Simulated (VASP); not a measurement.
# In (I4/mmm) in VASP: electric field gradients with r2SCAN

Aim: the electric field gradients of In with r2SCAN.

Everything below comes from runs of VASP 6.6.1. Logs are shortened: lines on timing, memory, paths and dates and some standing lists are left out, and cuts for length are marked.

## (1) The crystal as given

The structure is tetragonal, space group I4/mmm (No. 139). The conventional cell has a = 3.251 Å, b = 3.251 Å, c = 4.947 Å, α = 90.00°, β = 90.00°, γ = 90.00°. In (site symmetry 4/mmm) is surrounded by 12 In at 3.25 to 3.38 Å.

## (2) Electric field gradients, r2SCAN

INCAR

```
  PREC = Accurate
  ENCUT = 520
  EDIFF = 1E-7
  ISMEAR = -1
  SIGMA = 0.05
  LREAL = F
  LASPH = T
  NELM = 80
  ALGO = Normal
  ISIF = 2
  LWAVE = F
  LCHARG = F
  METAGGA = R2SCAN
  LMIXTAU = T
  LEFG = T
```

KPOINTS

```
regular mesh
0
Gamma
  14 14 14
```

POSCAR

```
In
1.0
   -1.6254700000      1.6254700000      2.4737000000
    1.6254700000     -1.6254700000      2.4737000000
    1.6254700000      1.6254700000     -2.4737000000
In
1
Direct
    0.0000000000      0.0000000000      0.0000000000
```

Potentials or basis: VASP PAW PBE potentials, release 64 (In_d).

Command:

```console
$ cat potpaw_PBE.64/In_d/POTCAR > POTCAR
$ mpirun -np 1 vasp_std > vasp.out
```

OUTCAR:

```text
PREC = Accurate
   ENCUT = 520
   EDIFF = 1E-7
   ISMEAR = -1
   LREAL = F
   LASPH = T
   NELM = 80
   ISIF = 2
   METAGGA = R2SCAN

 ion  position               nearest neighbor table
   1  0.000  0.000  0.000-

  LATTYP: Found a body centered tetragonal cell.
 ALAT       =     3.2509400000
 C/A-ratio  =     1.5218367611

  Lattice vectors:

 A1 = (  -1.6254700000,   1.6254700000,   2.4737000000)
 A2 = (   1.6254700000,  -1.6254700000,   2.4737000000)
 A3 = (   1.6254700000,   1.6254700000,  -2.4737000000)

Analysis of symmetry for initial positions (statically):
=====================================================================
 Subroutine PRICEL returns:
 Original cell was already a primitive cell.

 Routine SETGRP: Setting up the symmetry group for a
 body centered tetragonal supercell.

 Subroutine GETGRP returns: Found 16 space group operations
 (whereof 16 operations were pure point group operations)
 out of a pool of 16 trial point group operations.

The static configuration has the point symmetry D_4h.

Analysis of symmetry for dynamics (positions and initial velocities):
=====================================================================
 Subroutine PRICEL returns:
 Original cell was already a primitive cell.

 Routine SETGRP: Setting up the symmetry group for a
 body centered tetragonal supercell.

 Subroutine GETGRP returns: Found 16 space group operations
 (whereof 16 operations were pure point group operations)
 out of a pool of 16 trial point group operations.

The dynamic configuration has the point symmetry D_4h.

 Subroutine INISYM returns: Found 16 space group operations
 (whereof 16 operations are pure point group operations),
 and found     1 'primitive' translations

----------------------------------------------------------------------------------------

                                     Primitive cell

  volume of cell :      26.1436

  direct lattice vectors                    reciprocal lattice vectors
    -1.625470000  1.625470000  2.473700000     0.000000000  0.307603339  0.202126369
     1.625470000 -1.625470000  2.473700000     0.307603339  0.000000000  0.202126369
     1.625470000  1.625470000 -2.473700000     0.307603339  0.307603339  0.000000000
[... 117 lines left out ...]
 NGX is ok and might be reduce to    28
   NGX = 13   NGY = 13   NGZ = 13

 number of electron      13.0000006 magnetization

 Free energy of the ion-electron system (eV)
  ---------------------------------------------------
  ext. energy  EPLUGINS =         0.00000000
  ---------------------------------------------------
  free energy    TOTEN  =       -22.57706685 eV

  energy without entropy =      -22.57390764  energy(sigma->0) =      -22.57548724

 E-fermi :   7.5476     XC(G=0): -11.0811

 val. band max:        7.5386887676   @ k =   0.2857   0.2143   0.0714
 cond. band min:       7.5531416748   @ k =  -0.2857   0.2857   0.2857
 fundamental gap:      0.0144529072
 Fermi energy:         7.5475712492

 k-point     1 :       0.0000    0.0000    0.0000
  band No.  band energies     occupation
      1      -7.8125      2.00000
      2      -7.7023      2.00000
      3      -7.7023      2.00000
      4      -7.6201      2.00000
      5      -7.5035      2.00000
      6      -2.5496      2.00000
      7      18.6567      0.00000
      8      18.6567      0.00000
      9      18.8784      0.00000
     10      19.6842      0.00000
[... 287 lines left out ...]
 k-point    24 :       0.2857    0.1429   -0.0000
  band No.  band energies     occupation
      1      -7.7543      2.00000
      2      -7.7230      2.00000
      3      -7.6519      2.00000
      4      -7.5194      2.00000
      5      -7.4645      2.00000
      6       0.4486      2.00000
      7       8.6676      0.00000
      8      13.0604      0.00000
      9      16.1104      0.00000
     10      19.1050      0.00000

 [... further k-points ...]
[... 5 lines left out ...]
  --------------------------------------------------------------------------------------
  -------------------------------------------------------------------------------------
  Total       -0.0027316     -0.0027316      0.0872792      0.0000000     -0.0000000      0.0000000
  in kB       -0.1674052     -0.1674052      5.3488012      0.0000000     -0.0000000      0.0000000
  external PRESSURE =       1.6713303 kB  Pullay stress =       0.0000000 kB

 VOLUME and BASIS-vectors are now :
 -----------------------------------------------------------------------------
  energy-cutoff  :      520.00
  volume of cell :       26.14
      direct lattice vectors                 reciprocal lattice vectors
    -1.625470000  1.625470000  2.473700000     0.000000000  0.307603339  0.202126369
     1.625470000 -1.625470000  2.473700000     0.307603339  0.000000000  0.202126369
     1.625470000  1.625470000 -2.473700000     0.307603339  0.307603339  0.000000000

 POSITION                                       TOTAL-FORCE (eV/Angst)
 -----------------------------------------------------------------------------------
      0.00000      0.00000      0.00000        -0.000000      0.000000      0.000000
 -----------------------------------------------------------------------------------
    total drift:                               -0.000000     -0.000000     -0.000000

  FREE ENERGIE OF THE ION-ELECTRON SYSTEM (eV)
  ---------------------------------------------------
  free  energy   TOTEN  =       -22.5770668451 eV

  energy  without entropy=      -22.5739076402  energy(sigma->0) =      -22.57548724

 Electric field gradients (V/A^2)
---------------------------------------------------------------------
 ion       V_xx      V_yy      V_zz      V_xy      V_xz      V_yz
---------------------------------------------------------------------
   1     -12.615   -12.615    25.231    -0.000     0.001     0.001
---------------------------------------------------------------------

 Electric field gradients after diagonalization (V/A^2)
 (convention: |V_zz| > |V_xx| > |V_yy|)
----------------------------------------------------------------------
 ion       V_xx      V_yy      V_zz     asymmetry (V_yy - V_xx)/ V_zz
----------------------------------------------------------------------
   1     -12.615   -12.615    25.231       0.000
----------------------------------------------------------------------

           NMR quadrupolar parameters

 Cq : quadrupolar parameter    Cq=e*Q*V_zz/h
 eta: asymmetry parameters     (V_yy - V_xx)/ V_zz
 Q  : nuclear electric quadrupole moment in mb (millibarn)
----------------------------------------------------------------------
 ion       Cq(MHz)       eta       Q (mb)
----------------------------------------------------------------------
   1       0.061       0.000       1.000
----------------------------------------------------------------------
```

OSZICAR:

```text
N       E                     dE             d eps       ncg     rms          rms(c)
DAV:   1     0.516141419077E+02    0.51614E+02   -0.66727E+03  4906   0.169E+03
DAV:   2    -0.220662020745E+02   -0.73680E+02   -0.72686E+02  4990   0.298E+02
DAV:   3    -0.249986985770E+02   -0.29325E+01   -0.29206E+01  5676   0.683E+01
DAV:   4    -0.250701616665E+02   -0.71463E-01   -0.71433E-01  6474   0.106E+01
DAV:   5    -0.250732465310E+02   -0.30849E-02   -0.30847E-02  6154   0.173E+00    0.363E+00
DAV:   6    -0.224351953242E+02    0.26381E+01   -0.15869E+00  5450   0.319E+01    0.142E+00
DAV:   7    -0.225540282882E+02   -0.11883E+00   -0.17499E-01  5066   0.903E+00    0.122E+00
DAV:   8    -0.225337353659E+02    0.20293E-01   -0.10648E-01  4966   0.334E+00    0.263E-01
DAV:   9    -0.225754198590E+02   -0.41684E-01   -0.35516E-02  4948   0.197E+00    0.205E-01
DAV:  10    -0.225709002731E+02    0.45196E-02   -0.25806E-03  5436   0.771E-01    0.132E-01
DAV:  11    -0.225758323334E+02   -0.49321E-02   -0.40132E-03  4976   0.920E-01    0.187E-01
DAV:  12    -0.225768414796E+02   -0.10091E-02   -0.10735E-03  5350   0.584E-01    0.226E-02
DAV:  13    -0.225770459517E+02   -0.20447E-03   -0.16744E-04  5114   0.164E-01    0.176E-02
DAV:  14    -0.225770502120E+02   -0.42603E-05   -0.12228E-05  6266   0.449E-02    0.334E-02
DAV:  15    -0.225770536614E+02   -0.34494E-05   -0.15348E-05  5066   0.494E-02    0.173E-02
DAV:  16    -0.225770650264E+02   -0.11365E-04   -0.60167E-06  4992   0.323E-02    0.126E-02
DAV:  17    -0.225770667577E+02   -0.17313E-05   -0.62146E-07  5264   0.834E-03    0.107E-02
DAV:  18    -0.225770668451E+02   -0.87327E-07   -0.67948E-08  3766   0.316E-03
   1 F= -.22577067E+02 E0= -.22575487E+02  d E =-.315920E-02
```

stdout:

```text
POSCAR found type information on POSCAR In
 POSCAR found :  1 types and       1 ions
 scaLAPACK will be used
 -----------------------------------------------------------------------------
|                                                                             |
|                                                                             |
|     You enforced a specific xc type in the INCAR file but a different       |
|     I HOPE YOU KNOW WHAT YOU ARE DOING!                                     |
|                                                                             |
 -----------------------------------------------------------------------------

 LDA part: xc-table for (None), standard interpolation
 POSCAR, INCAR and KPOINTS ok, starting setup
 FFT: planning ... GRIDC
 FFT: planning ... GRID_SOFT
 FFT: planning ... GRID
 WAVECAR not read
 entering main loop
ion   1
```

It took 3.6 min on 1 thread of Intel Xeon Platinum 8488C (Sapphire Rapids), shared host; peak memory 0.21 GiB.

What came out:

* Free energy: -22.5771 eV
* Pressure: 0.2 GPa
* Band gap on the k mesh: none (metal or under the smearing width)

Stress tensor (GPa, compression positive):
```
-0.02  0.00  0.00
 0.00 -0.02  0.00
 0.00  0.00  0.53
```

Electric field gradients, principal values (V/Å²):
```csv
atom,Vxx,Vyy,Vzz
1 In,-12.615,-12.615,25.231
```

Caveat: the PAW data sets were made with another functional, which shifts forces and pressure a little.
